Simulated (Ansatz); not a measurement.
MoS2:

```xyz
3
Lattice="3.1480 -1.9298 0.0000 3.1480 1.9298 0.0000 -0.0031 0.0000 4.4393" Properties=species:S:1:pos:R:3 pbc="T T T"
Mo    0.0000    0.0000    0.0000
S     4.3301    0.0000    1.2825
S     1.9628    0.0000    3.1568
```

The cell comes from a database or a generator and needn't be the stable form of this composition.

| Item | Value |
| --- | --- |
| Program | Ansatz 0.2.0 |
| Task | single point |
| Functional | PBE |
| Potentials or basis | all-electron LAPW, scalar-relativistic |
| Cutoff | 277 eV (chosen from the basis error) |
| Basis error allowed | 0.001 eV/atom |
| k mesh | 8 × 8 × 6 |
| Occupations | fermi-dirac, width 0.05 eV |
| Spin | no spin polarisation |

On this cell: pressure -3.6 GPa; largest force 1.223 eV/Å; band gap on the k mesh none (metal or under the smearing width).

The same run follows on a disturbed copy (atoms moved at random, drawn with an rms of 0.05 Å):

```
Mo S
1.0
     3.14799   -1.92978    0.00000
     3.14799    1.92978    0.00000
    -0.00310    0.00000    4.43933
Mo S
1 2
Cartesian
  0.0061 -0.0594 0.0111
  4.3352 0.0134 1.2991
  1.9755 -0.0348 3.1228
```

Problem. What does the disturbed cell give?

Solution. The energy (extrapolated to zero smearing) moves by +10.4 meV/atom; pressure -4.8 GPa; largest force 1.422 eV/Å; band gap on the k mesh none (metal or under the smearing width).

Forces in eV/Å, atoms in the order of the input:
```
Mo   0.087 -0.274 -0.210
S   -0.928  0.025 -0.909
S    0.841  0.249  1.119
```

Stress tensor (GPa, compression positive):
```
-11.74  -0.21  -7.25
 -0.21 -16.53  -0.39
 -7.25  -0.39  13.91
```

Caveats: forces of over 1 eV/Å show positions far from the minimum, so gaps and moduli don't describe the material at rest (some runs).
